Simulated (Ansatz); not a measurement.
Computed with Ansatz 0.2.0, DFT PBE, scalar-relativistic, plane waves, PAW. Settings: cutoff 420 eV, Γ-centred meshes spaced at most about 0.3 Å⁻¹, and about 0.25 Å⁻¹ or finer for metals (2π included), Gaussian smearing. No spin polarisation.

Temperature and zero-point effects are left out.

Two forms of MgSb7 were relaxed alike.

A.

```
CELL_PARAMETERS angstrom
0.00000 5.22878 5.22878
5.22878 0.00000 5.22878
5.22878 5.22878 0.00000
ATOMIC_POSITIONS crystal
Mg 0.00000 0.00000 0.00000
Sb 0.96151 0.53849 0.53849
Sb 0.53849 0.96151 0.96151
Sb 0.96151 0.53849 0.96151
Sb 0.53849 0.96151 0.53849
Sb 0.96151 0.96151 0.53849
Sb 0.53849 0.53849 0.96151
Sb 0.25000 0.25000 0.25000
```

B.

```
CELL_PARAMETERS angstrom
6.83333 0.00000 0.00000
0.00000 6.83333 0.00000
0.00000 0.00000 6.83333
ATOMIC_POSITIONS crystal
Mg 0.00000 0.00000 0.00000
Sb 0.24560 0.24560 0.24560
Sb 0.00000 0.50000 0.50000
Sb 0.50000 0.50000 0.00000
Sb 0.50000 0.00000 0.50000
Sb 0.75440 0.24560 0.75440
Sb 0.75440 0.75440 0.24560
Sb 0.24560 0.75440 0.75440
```

Question: Which is lower in energy, and by how much?

Answer: B is lower, by 230 meV/atom. A has space group F-43m (No. 216), 35.7 Å³/atom and no gap on its mesh; B has Mg and Sb ordered on diamond sites, space group P-43m (No. 215), 39.9 Å³/atom and no gap. Counting Sb atoms around Mg (those within 1.25 times the shortest such distance or 1.15 times the sum of covalent radii, 1.27 where that leaves under three; a plus sign parts nearer from farther groups; the shortest distance is added where it exceeds 1.18 times the sum of covalent radii), A has Mg 12+4 from 3.7 Å and B has Mg 4. A and B both hold Sb–Sb bonds in all directions. The lower one is the more open, so pressure narrows the difference. Even the lower one lies +0.18 eV/atom against the reference forms of the elements (uncorrected), so neither is stable at this level. Both come from invented guesses.

These runs have no spin–orbit coupling, which can matter for Sb. Cells relaxed within their symmetry can be saddle points.
